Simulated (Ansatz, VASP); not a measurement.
Au in VASP and in Ansatz

The input INCAR:

```
ALGO = Normal
EDIFF = 1E-7
ENCUT = 520
GGA = PS
ISIF = 2
ISMEAR = 0
LASPH = True
LCHARG = False
LREAL = False
LWAVE = False
NBANDS = 12
NELM = 100
PREC = Accurate
SIGMA = 0.15
```

Contents of KPOINTS:

```
k-points
0
Gamma
  20 20 20
```

File POSCAR:

```
Au
1.0
   -1.5909782400      1.5909782400      1.5246874800
    1.5909782400     -1.5909782400      1.5246874800
    1.5909782400      1.5909782400     -1.5246874800
Au
1
Direct
    0.0000000000      0.0000000000      0.0000000000
```

Input for Ansatz:

```yaml
crystal:
  lattice:
    - [-1.59097824, 1.59097824, 1.52468748]
    - [1.59097824, -1.59097824, 1.52468748]
    - [1.59097824, 1.59097824, -1.52468748]
  atoms:
    - { symbol: Au, position: [0.0, 0.0, 0.0] }
basis:
  ecutwfc: 420
kpoints:
  mp_grid: { grid: [20, 20, 20] }
hamiltonian:
  xc: pbesol
scf:
  occupations: { method: gaussian, width: 0.15 }
output:
  forces: true
  stress: true
  eigenvalues: true
```

Change from the starting cell: strain -0.040 along x and y, -0.080 along z, atoms carried along.

Alike in both runs: task single point; functional PBEsol; k mesh 20 × 20 × 20; occupations gaussian, width 0.15 eV; no spin polarisation.

```csv
,VASP,Ansatz
version,VASP 6.6.1,Ansatz 0.2.0
potentials or method,"VASP PAW PBE potentials, release 64 (Au)","scalar-relativistic, plane waves, PAW"
plane-wave cutoff (eV),520,420
valence electrons in the cell,11,19
```

Ansatz gave:

* gap on the k mesh at the Fermi level (eV): none
* pressure (GPa): 22.9
* largest component of the traceless stress (GPa): 0.21

Problem. What did VASP give for the same quantities?

Solution. gap on the k mesh at the Fermi level (eV): none; pressure (GPa): 22.5; largest component of the traceless stress (GPa): 0.21.

A gap of «none» marks a metal or a gap that the smearing closes. The functional is the same, so the differences come from potentials, cutoffs and numerics. The two sets of potentials don't hold the same shells in valence.

Caveats: so large a pressure means that the cell lies far from this level's equilibrium, or that cutoff or potentials fall short (VASP); the potentials were made for another functional, which shifts forces and pressure (VASP). Spin-orbit coupling is left out, which matters for the levels of Au.
